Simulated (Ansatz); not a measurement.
The system is Cu3Au (Auricupride).

```xyz
4
Lattice="3.7400 0.0000 0.0000 0.0000 3.7400 0.0000 0.0000 0.0000 3.7400" Properties=species:S:1:pos:R:3 pbc="T T T"
Au    0.0000    0.0000    0.0000
Cu    1.8700    1.8700    0.0000
Cu    1.8700    0.0000    1.8700
Cu    0.0000    1.8700    1.8700
```

* Program: Ansatz 0.2.0
* Task: relaxation of cell and atoms
* Functional: LDA
* Potentials or basis: Ansatz PAW
* Cutoff: 420 eV (not typed: the program's choice for these potentials)
* k mesh: 7 × 7 × 7
* Occupations: fermi-dirac, width 0.05 eV
* Spin: no spin polarisation

At the start: volume 13.08 Å³/atom.

Task: Where does the relaxation end?

Result: It ends after 5 steps and the volume is 12.36 Å³/atom (-5.5 %); space group Pm-3m (No. 221, to 0.05 Å).

The path:
```csv
step,energy change (eV),largest force (eV/Å),volume (Å³)
1,0.0000,0.0000,52.31
2,-0.0884,0.0000,49.69
3,-0.0892,0.0000,49.42
4,-0.0892,0.0000,49.45
5,-0.0876,0.0000,49.45
```

Final structure:
```
Au Cu
1.0
     3.67041    0.00000    0.00000
     0.00000    3.67041    0.00000
     0.00000    0.00000    3.67041
Au Cu
1 3
Cartesian
  0.0000 0.0000 0.0000
  1.8352 1.8352 0.0000
  1.8352 0.0000 1.8352
  0.0000 1.8352 1.8352
```

Caveat: the plane-wave basis is chosen anew once the cell has moved, so the energies of steps on either side of that aren't comparable; the PAW data sets come from PBE, with cores solved anew for the run's functional, which leaves a small shift of forces and pressure.
